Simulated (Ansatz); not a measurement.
Here is the system:

GeTe:
```xyz
2
Lattice="2.1090 1.2176 3.6876 -2.1090 1.2176 3.6876 0.0000 -2.4352 3.6876" Properties=species:S:1:pos:R:3 pbc="T T T"
Ge     0.0000     0.0000     0.0754
Te     0.0000     0.0000     5.2236
```

This is the PBE+D3(BJ)-relaxed structure. Tensor components refer to the Cartesian frame of this cell.

Task: All from plane-wave PAW PBE+D3(BJ) (Ansatz code), unless another level is named. Estimate the smallest direct gap on the standard path.

Result: 0.80 eV.

Task: Next, the band gap?

Result: 0.55 eV (indirect).

Task: Next, the gap with spin–orbit coupling?

Result: 0.41 eV.

Task: Give the hole effective mass.

Result: 0.13, 0.20, 1.3 mₑ (principal values).

Task: Predict the weight of the valence-edge state by species (Voronoi cells).

Result: Te 69 %, Ge 31 %.

Task: Next, the valence-band maximum?

Result: off the standard path, at k = (0.201, 0.201, 0.372).

Space group R3m. Symmetry was held in the PBE+D3(BJ) relaxation; of distortions, only those at the zone centre were tested. Spin–orbit coupling is left out wherever it is not named.

Potentials: the later of the program's two PAW sets.
